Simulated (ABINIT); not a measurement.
The system is BP.

```
P B
1.0
     0.00000    2.26900    2.26900
     2.26900    0.00000    2.26900
     2.26900    2.26900    0.00000
P B
1 1
Cartesian
  3.4035 3.4035 3.4035
  0.0000 0.0000 0.0000
```

Base run:

```yaml
Program: ABINIT 10.8.3 (patched build)
Functional: PBEsol
Potentials_or_basis: JTH PAW PBE v2.0
Cutoff: 544 eV
k_mesh: 6 × 6 × 6
Occupations: fermi-dirac, width 0.05 eV
Spin: no spin polarisation
```

Its results: band gap on the k mesh 1.22 eV, indirect (least direct gap 3.35 eV); pressure -1.7 GPa.

Q: After a change of settings the same cell gave: band gap on the k mesh 1.20 eV, indirect (least direct gap 3.34 eV); pressure -0.7 GPa. Which change was it?
A. k mesh from 6 × 6 × 6 to 13 × 13 × 13
B. k mesh from 6 × 6 × 6 to 4 × 4 × 4
C. functional from PBEsol to RPBE; k mesh from 6 × 6 × 6 to 10 × 10 × 10
D. functional from PBEsol to SOGGA; k mesh from 6 × 6 × 6 to 10 × 10 × 10

A: B.

Caveats: some runs use coarse meshes; the PAW data sets were made with another functional, which shifts forces and pressure a little.
